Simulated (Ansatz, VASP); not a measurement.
One calculation of W, two programs

Contents of INCAR:

```
ALGO = Normal
EDIFF = 1E-7
EDIFFG = -0.02
ENCUT = 600
GGA = PE
IBRION = 2
ISIF = 3
ISMEAR = -1
IVDW = 12
LASPH = T
LCHARG = F
LREAL = F
LWAVE = F
NELM = 100
NSW = 40
PREC = Accurate
SIGMA = 0.05
```

Contents of KPOINTS:

```
k-points
0
Gamma
  12 12 12
```

Contents of POSCAR:

```
W
1.0
   -1.5823450000      1.5823450000      1.5823450000
    1.5823450000     -1.5823450000      1.5823450000
    1.5823450000      1.5823450000     -1.5823450000
W
1
Direct
    0.0000000000      0.0000000000      0.0000000000
```

File input.yaml:

```yaml
crystal:
  lattice:
    - [-1.582345, 1.582345, 1.582345]
    - [1.582345, -1.582345, 1.582345]
    - [1.582345, 1.582345, -1.582345]
  atoms:
    - { symbol: W, position: [0.0, 0.0, 0.0] }
hamiltonian:
  xc: pbe
  pseudopotentials: { kind: paw }
  dispersion: d3bj
kpoints:
  mp_grid: { grid: [12, 12, 12] }
scf:
  occupations: { method: fermi_dirac, width: 0.05 }
output:
  forces: true
  stress: true
relax:
  f_tol: 0.01
  max_steps: 40
  cell: { stress_tol: 0.05 }
```

Alike in both runs: task relaxation of cell and atoms; functional PBE; dispersion D3(BJ); k mesh 12 × 12 × 12; occupations fermi-dirac, width 0.05 eV; no spin polarisation.

```csv
,VASP,Ansatz
version,VASP 6.6.1,Ansatz 0.2.0
potentials or method,"VASP PAW PBE potentials, release 64 (W_sv)",Ansatz PAW
plane-wave cutoff (eV),600,420
valence electrons in the cell,14,14
```

Ansatz gave:

```
relaxed volume (Å³/atom)                                     : 15.78
relaxed cell length with the largest relative difference (Å) : 2.737
```

What did VASP give for the same quantities?

Relaxed volume (Å³/atom): 15.81; relaxed cell length with the largest relative difference (Å): 2.738.

Caveats: pairwise dispersion overbinds metals, which lowers pressure and volume (VASP); the plane-wave basis is chosen anew once the cell has moved, so the energies of steps on either side of that aren't comparable (Ansatz). Spin-orbit coupling is left out, which matters for the levels of W.
